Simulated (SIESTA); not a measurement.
Crystal: Nb.

```
Nb
1.0
    -1.66395    1.66395    1.66395
     1.66395   -1.66395    1.66395
     1.66395    1.66395   -1.66395
Nb
1
Cartesian
  0.0000 0.0000 0.0000
```

Base run:

| Item | Value |
| --- | --- |
| Program | SIESTA 5.4.2 |
| Functional | PBEsol |
| Potentials or basis | PseudoDojo 0.4 standard (PBEsol files) |
| Basis | DZP (energy shift 0.003 Ry; two zetas on semicore shells) |
| Grid cutoff | 800 Ry |
| Energy shift | 0.003 Ry |
| k mesh | 11 × 11 × 11 |
| Occupations | fermi-dirac, width 0.05 eV |
| Spin | no spin polarisation |

Its results: band gap on the k mesh none (metal or under the smearing width); pressure -6.4 GPa.

Q: The run is repeated on the same cell with these changes: basis from DZP (energy shift 0.003 Ry; two zetas on semicore shells) to TZDP (energy shift 0.003 Ry; two zetas on semicore shells). What comes out?

A: Band gap on the k mesh none (metal or under the smearing width); pressure -7.2 GPa.

Caveats: the basis of atomic orbitals isn't converged, which shifts pressures, moduli and gaps.
